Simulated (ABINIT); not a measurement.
The system is ZnO (zincite).

```xyz
4
Lattice="3.2493 0.0000 0.0000 -1.6247 2.8140 0.0000 0.0000 0.0000 5.2057" Properties=species:S:1:pos:R:3 pbc="T T T"
Zn    1.6247    0.9380    0.0000
Zn    0.0000    1.8760    2.6029
O     0.0000    1.8760    4.5759
O     1.6247    0.9380    1.9730
```

Base run:

| Item | Value |
| --- | --- |
| Program | ABINIT 10.8.3 (patched build) |
| Functional | BLYP |
| Potentials or basis | JTH PAW PBE v2.0 |
| Cutoff | 762 eV |
| k mesh | 9 × 9 × 5 |
| Occupations | fermi-dirac, width 0.05 eV |
| Spin | no spin polarisation |

Its results: band gap on the k mesh 0.96 eV, direct; pressure 8.8 GPa; largest force 0.072 eV/Å.

**Question.** The run is repeated on the same cell with these changes: functional from BLYP to PBE. What comes out?

**Answer.** Band gap on the k mesh 0.80 eV, direct; pressure 4.1 GPa; largest force 0.071 eV/Å.

PBE binds more tightly than BLYP, so the same cell stands under less pressure.

Caveats: the PAW data sets were made with another functional, which shifts forces and pressure a little (some runs).

